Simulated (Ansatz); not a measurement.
**AlN: a line through a two-coordinate scan**

An exercise on one series of results from a longer session: the logs are not shown, and one member is left open.

Method: DFT PBEsol, scalar-relativistic, plane waves, PAW, in Ansatz 0.2.0.

72 further runs of the same task are left out: 72 set aside as unsound or not needed.

**The starting structure**

It takes space group P6_3/mmc (No. 194, hexagonal). Conventional cell: a = 3.301 Å, b = 3.301 Å, c = 4.140 Å, α = 90.00°, β = 90.00°, γ = 120.00°. Al (site symmetry -6m2) has 5 N at 1.91 to 2.07 Å as nearest neighbours. N (site symmetry -6m2) has 5 Al at 1.91 to 2.07 Å as nearest neighbours.

Structure file:

```xyz
4
Lattice="3.3014 0.0000 0.0000 -1.6507 2.8591 0.0000 0.0000 0.0000 4.1400" Properties=species:S:1:pos:R:3 pbc="T T T"
Al    0.0000    1.9061    3.1050
Al    1.6507    0.9530    1.0350
N     0.0000    1.9061    1.0350
N     1.6507    0.9530    3.1050
```

It goes back to an entry of the Materials Project, which need not be the stable form.

It is the result of an earlier relaxation at this level (volume 9.77 Å³/atom; gap on the mesh: 3.33 eV).

**Plan of the line**

The energy is mapped over volume and the cell's shape.

The axes are (1) volume per atom: 11 values from 8.597 to 10.942 Å³; (2) c/a of the conventional cell: 11 values from 1.157 to 1.359.

Nothing else is relaxed (symmetry fixes all fractional coordinates). Energies count from the relaxed crystal. Points are written as (first, second).

The first run:

File input.yaml:

```yaml
crystal:
  lattice:
    - [3.2148250719, 0.0, 0.0]
    - [-1.607412536, 2.7841201809, 0.0]
    - [0.0, 0.0, 3.8420374434]
  atoms:
    - { symbol: Al, position: [0.3333333333, 0.6666666667, 0.75] }
    - { symbol: Al, position: [0.6666666667, 0.3333333333, 0.25] }
    - { symbol: "N", position: [0.3333333333, 0.6666666667, 0.25] }
    - { symbol: "N", position: [0.6666666667, 0.3333333333, 0.75] }
basis:
  ecutwfc: 520.0
kpoints:
  mp_grid: { grid: [9, 9, 6] }
hamiltonian:
  xc: pbesol
  pseudopotentials: { kind: paw, azcp: { folder: soft_1 } }
scf:
  occupations: { method: gaussian, width: 0.05 }
output:
  forces: true
  stress: true
  eigenvalues: true
```

Run with:

```
$ ansatz run input.yaml --threads 1 --pin off --max-ram 2048MiB --backend cpu --events-out ev --progress --plain --runs-dir out
```

Steps of the session up to this table: Point (8.597 Å³, 1.195); Grid point (8.832 Å³, 1.195); The run at (9.301 Å³, 1.195); The run at (9.535 Å³, 1.195); Point (9.770 Å³, 1.195); The run at (10.004 Å³, 1.195); Grid point (10.239 Å³, 1.195); Grid point (10.708 Å³, 1.195); Grid point (10.942 Å³, 1.195).

One table of the session follows, with a row left open; its other results are not shown here.

```
volume per atom (Å³)  energy (meV/atom)  slope (meV/atom per Å³)  pressure (GPa)  band gap on the k-mesh (eV)
               8.597                125                     −219            35.0                         4.28
               8.832                 80                     −163            26.2                         4.11
               9.066                 47                     −115            18.4                         3.95
               9.301                 26                      −71            11.4                         3.78
               9.535                  ?                        ?               ?                            ?
               9.770                 10                        2            −0.2                         3.46
              10.004                 14                       32            −5.1                         3.30
              10.239                 25                       59            −9.4                         3.14
              10.473                 41                       83           −13.3                         2.99
              10.708                 63                      104           −16.7                         2.84
              10.942                 90                      123           −19.7                         2.69
```

**Question.** Estimate the row for volume per atom (Å³) = 9.535.

Worked estimate for «energy (meV/atom)». A straight line through the neighbours (9.301, 26) and (9.770, 10) gives 26 + (10 − 26) × (9.535 − 9.301) / (9.770 − 9.301) = 18; a parabola fitted to 4 rows on both sides gives 14.

**Answer.** energy (meV/atom): 14; slope (meV/atom per Å³): −33; pressure (GPa): 5.2; band gap on the k-mesh (eV): 3.62. In «energy (meV/atom)» the line misses by +4 and the parabola by +0.

Energies count from the relaxed crystal. Rows without a step come from runs not printed here or follow by symmetry. Slopes come from the forces (and the stress, where the cell changes), not from differences of energies.

In words: The lowest point of the line is at 9.770 Å³, 10 meV/atom from the zero. Energies and slopes round the minimum, fitted together, put the minimum at 9.7589 Å³, with a curvature of about 140 meV/atom per (Å³)². V·d²E/dV² there is about 220 GPa, a bulk modulus under this line's constraint. The highest point computed, at 8.597 Å³, lies 115 meV/atom above the lowest. This is one cut through a surface in two coordinates; the map's lowest point lies off it.

To keep in mind: These are semilocal Kohn-Sham gaps, which aren't the measured quantity. Warnings in the runs' records: pseudo functional mismatch.
